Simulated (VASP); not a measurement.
Runs of VASP 6.6.1 on KBr. The structure is cubic, space group Fm-3m (No. 225). The conventional cell has a = 6.600 Å, b = 6.600 Å, c = 6.600 Å, α = 90.00°, β = 90.00°, γ = 90.00°. Br (site symmetry m-3m) has 6 K at 3.30 Å as nearest neighbours. K (site symmetry m-3m) is surrounded by 6 Br at 3.30 Å. 

```tsv
task	level	potentials or basis	cell	k mesh	cutoff (eV)	screening parameter	grid for exact exchange (PRECFOCK)	gap on the mesh (eV)	pressure (GPa)	relaxed volume (Å³/atom)
relaxation of cell and atoms	PW91	VASP PAW PBE potentials, release 64 (Br, K_sv)	relaxed	7 × 7 × 7	600	-	-	4.34	0.0	37.64
relaxation of cell and atoms	AM05	VASP PAW PBE potentials, release 64 (Br, K_sv)	relaxed	7 × 7 × 7	600	-	-	4.41	0.0	37.18
relaxation of cell and atoms	LDA	VASP PAW LDA potentials, release 64 (Br, K_sv)	relaxed	7 × 7 × 7	600	-	-	4.32	0.0	32.49
single point	HSE(alpha, omega)	VASP PAW PBE potentials, release 64 (Br, K_sv)	as given	4 × 4 × 4	520	0.1	Fast	5.95	0.4	-
relaxation of cell and atoms	RPBE	VASP PAW PBE potentials, release 64 (Br, K_sv)	relaxed	7 × 7 × 7	600	-	-	4.39	0.0	41.52
relaxation of cell and atoms	SCAN	VASP PAW PBE potentials, release 64 (Br, K_sv)	relaxed	7 × 7 × 7	600	-	-	(b)	0.0	(a)
relaxation of cell and atoms	optB88-vdW	VASP PAW PBE potentials, release 64 (Br, K_sv)	relaxed	7 × 7 × 7	600	-	-	4.36	0.0	35.43
relaxation of cell and atoms	PBE	VASP PAW PBE potentials, release 64 (Br, K_sv)	relaxed	7 × 7 × 7	600	-	-	4.31	0.0	37.75
```

Alike in all rows: no spin polarisation; smearing fermi-dirac 0.05 eV.

Task: Estimate the missing entries.

Result: (a) 35.56; (b) 5.06.

Caveats: an odd mesh through Γ misses points on the zone boundary, where band edges often lie (some runs); the PAW data sets were made with another functional, which shifts forces and pressure a little (some runs); the volume moved by over 15 % at a fixed basis, so the end points are rough (some runs).

A k mesh can miss the band edges, and the runs leave out spin-orbit coupling on Br.

Not every run made on this cell is shown here.
